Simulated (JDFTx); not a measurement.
CdSe: equation of state with PBEsol

The system is CdSe.

```xyz
2
Lattice="0.0000 2.8740 2.8740 2.8740 0.0000 2.8740 2.8740 2.8740 0.0000" Properties=species:S:1:pos:R:3 pbc="T T T"
Cd    0.0000    0.0000    0.0000
Se    2.8740    2.8740    2.8740
```

Measurements of this composition are mostly on another form, of space group No. 186.

* Program: JDFTx 1.7.0 (patched build)
* Task: equation of state
* Functional: PBEsol
* Potentials or basis: PseudoDojo-SR-PBEsol-0.4.1-standard with smoothed tails
* Cutoff: 1388 eV
* Density cutoff: 11102 eV
* k mesh: 8 × 8 × 8
* Occupations: fermi-dirac, width 0.05 eV
* Spin: no spin polarisation
* Local potential set to -Z/r beyond: 6 bohr
* Bands: 25
* Density cutoff over wavefunction cutoff: 8
* Max SCF steps: 100
* SCF threshold on the energy: 1e-09 Ha
* Solver of the electrons: scf

| Item | Value |
| --- | --- |
| Equilibrium volume | 22.30 Å³/atom (rough: see the caveat) |
| Bulk modulus | 70 GPa (rough) |

Energy against volume, from the lowest point:
```
volume (Å³/atom)  energy (meV/atom)
          22.314               0.00
          22.788               2.25
          23.263               8.43
          23.738              18.08
          24.213              30.79
          24.687              46.23
          25.162              64.07
```

Caveat: the minimum lies outside the volumes run.
